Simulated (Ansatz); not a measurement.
An input for Ansatz 0.2.0 (MoP):

Contents of run.py:

```python
import json

import ase.io
import numpy as np
from ase.calculators.calculator import CalculationFailed, Calculator
from ase.stress import full_3x3_to_voigt_6_stress
from ase.units import GPa
from ase.eos import EquationOfState

import ansatz as az

class AnsatzCalculator(Calculator):
    implemented_properties = ["energy", "free_energy", "forces", "stress", "magmom"]

    def calculate(self, atoms, properties, system_changes):
        super().calculate(atoms, properties, system_changes)
        structure = atoms.copy()
        structure.set_constraint()
        structure.set_momenta(None)
        structure.set_masses(None)
        outcome = (
            az.Crystal.from_ase(structure)
            .calculation()
            .basis(xc_grid=2)
            .kpoints(10, 10, 8)
            .functional("revpbe")
            .pseudopotentials(kind="paw", core="large")
            .hubbard(double_counting="fll")
            .hubbard("Mo", "d", u_eff=3.0)
            .scf(tolerance=2e-10)
            .occupations(method="fixed")
            .forces()
            .stress()
            .run(threads=2)
        )
        if not outcome.report["converged"]:
            raise CalculationFailed("SCF not converged")
        report = outcome.report
        self.results = {
            "free_energy": report["lagrangian_ev"],
            "energy": report["lagrangian_ev"],
            "forces": np.array(report["forces_ev_ang"]),
            "stress": -GPa * full_3x3_to_voigt_6_stress(report["stress_gpa"]),
            "magmom": report["magnetization_mub"],
        }

np.set_printoptions(precision=5, suppress=True, linewidth=110)
atoms = ase.io.read("POSCAR", format="vasp")
atoms.calc = AnsatzCalculator()
cell = atoms.cell.copy()
volumes, energies = [], []
for x in (0.94, 0.96, 0.98, 1.0, 1.02, 1.04, 1.06):
    atoms.set_cell(cell * x ** (1 / 3), scale_atoms=True)
    volumes.append(atoms.get_volume() / len(atoms))
    energies.append(atoms.get_potential_energy() / len(atoms))
    print(f"x {x:.2f}  V = {volumes[-1]:.4f} A^3/atom  E = {energies[-1]:.6f} eV/atom  P = {-atoms.get_stress()[:3].mean() / GPa:.3f} GPa")
v0, e0, b0 = EquationOfState(volumes, energies, eos="murnaghan").fit()
print(f"V0 = {v0:.4f} A^3/atom, E0 = {e0:.6f} eV/atom, B0 = {b0 / GPa:.2f} GPa")
```

The input POSCAR:

```
MoP
1.0
    3.2230000000      0.0000000000      0.0000000000
   -1.6115000000      2.7911998764      0.0000000000
    0.0000000000      0.0000000000      3.1910000000
Mo P
1 1
Direct
    0.0000000000      0.0000000000      0.0000000000
    0.3333333333      0.6666666667      0.5000000000
```

Potentials or basis: Ansatz PAW large core.

Run with:

```bash
$ python run.py
```

How does this run end?

The run stopped without a result. It printed:

Output:

```text
Traceback (most recent call last):
  File "run.py", line 57, in <module>
  File "run.py", line 35, in calculate
  [frames inside libraries left out]
ansatz.RefusalError: inconsistent input (scf.occupations.method, magnetization): a σ = 0 step fill (method: fixed, or a smearing width below the step floor) cannot realise an odd electron count (19) without a locked total moment — the per-k integer fill puts the same N_el/2 bands in each spin channel; set magnetization.spin_polarized: true with magnetization.spin_locking.lock_magnetization: hard and an odd magnetization.initial_magnetization (the unpaired electron then fills one channel), or use a smearing method with a finite width, such as fermi_dirac
```
